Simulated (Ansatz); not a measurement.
# Sn4Ge: the cost of one run

Method: DFT PBE, scalar-relativistic, plane waves, PAW, in Ansatz 0.2.0.

### 1 Starting point

The structure is trigonal, space group R-3m (No. 166). Conventional cell: a = 3.339 Å, b = 3.339 Å, c = 40.890 Å, α = 90.00°, β = 90.00°, γ = 120.00°. Sn (site symmetry 3m) has 9 Sn at 3.34 Å and 3 Ge at 3.34 Å as nearest neighbours. Around Sn (site symmetry 3m) lie 12 Sn at 3.34 Å. Ge (site symmetry -3m) is surrounded by 6 Sn at 3.34 Å and 6 Ge at 3.34 Å.

Structure file:

```cif
data_structure
_symmetry_space_group_name_H-M 'P 1'
_symmetry_Int_Tables_number 1
_cell_length_a 13.7655
_cell_length_b 13.7655
_cell_length_c 13.7655
_cell_angle_alpha 13.931
_cell_angle_beta 13.931
_cell_angle_gamma 13.931
_cell_volume 131.57
loop_
_atom_site_label
_atom_site_type_symbol
_atom_site_fract_x
_atom_site_fract_y
_atom_site_fract_z
_atom_site_occupancy
Sn1 Sn 0.60000 0.60000 0.60000 1
Sn2 Sn 0.20000 0.20000 0.20000 1
Sn3 Sn 0.80000 0.80000 0.80000 1
Sn4 Sn 0.40000 0.40000 0.40000 1
Ge1 Ge 0.00000 0.00000 0.00000 1
```

The start is an ordering of an alloy on its end members' structure types: elements ordered on the sites of the Tl type, Ge/Sn on Tl (R-3m, No. 166).

### 2 A first look at the guess

input.yaml

```yaml
crystal:
  lattice:
    - [1.66931358, 0.96377864, 13.62988829]
    - [-1.66931358, 0.96377864, 13.62988829]
    - [0.0, -1.92755729, 13.62988829]
  atoms:
    - { symbol: Sn, position: [0.6, 0.6, 0.6] }
    - { symbol: Sn, position: [0.2, 0.2, 0.2] }
    - { symbol: Sn, position: [0.8, 0.8, 0.8] }
    - { symbol: Sn, position: [0.4, 0.4, 0.4] }
    - { symbol: Ge, position: [0.0, 0.0, 0.0] }
basis:
  ecutwfc: 420
kpoints:
  mp_grid: { grid: [6, 6, 6] }
hamiltonian:
  xc: pbe
scf:
  occupations: { method: gaussian, width: 0.1 }
  lower_state_search: "off"
output:
  forces: true
  stress: true
  eigenvalues: true
```

The run is started by

```sh
$ ansatz run input.yaml --threads 1 --pin off --max-ram 2560MiB --backend cpu --events-out ev --progress --plain --runs-dir out
```

Q: Estimate wall time and peak memory on 1 thread of AMD EPYC 9R45 (Zen 5), shared host.

About 3.1 s, with a peak of 0.51 GiB.
